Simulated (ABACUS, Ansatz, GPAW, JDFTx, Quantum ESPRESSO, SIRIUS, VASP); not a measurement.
One calculation of ZnS, 7 ways

```
Zn S
1.0
     0.00000    2.70200    2.70200
     2.70200    0.00000    2.70200
     2.70200    2.70200    0.00000
Zn S
1 1
Direct
  0.75000 0.75000 0.75000
  0.00000 0.00000 0.00000
```

Alike in all runs: task single point; functional PBEsol; k mesh 9 × 9 × 9; occupations fermi-dirac, width 0.05 eV; no spin polarisation; no spin-orbit coupling. Pressure is positive in compression and, in plane waves, holds the error of the finite cutoff.

```csv
program and potentials,plane-wave cutoff (eV),notes,pressure (GPa)
"ABACUS, PseudoDojo NC SR 0.4.1 PBEsol standard, plane waves",1143,13 valence electrons an atom on average,-2.03
"JDFTx, PseudoDojo-SR-PBEsol-0.4.1-standard with smoothed tails",1143,13 valence electrons an atom on average,-2.02
"Ansatz, all-electron LAPW, scalar-relativistic",-,-,-1.97
"GPAW, PAW data sets generated for this functional",600,9 valence electrons an atom on average,-1.99
"VASP, PBE PAW files S, Zn, 520 eV",520,potentials made for PBE; 9 valence electrons an atom on average,-1.77
"SIRIUS, PseudoDojo 0.4.1 PBEsol standard (scalar relativistic)",1152,13 valence electrons an atom on average,-2.03
"Quantum ESPRESSO, GBRV 1.5 PBEsol",762,13 valence electrons an atom on average,?
```

Question: Estimate from the other rows what the run with Quantum ESPRESSO, GBRV 1.5 PBEsol gave.

Answer: Pressure -1.89 GPa. The other rows, which needn't bracket it: pressure -2.03 to -1.77.
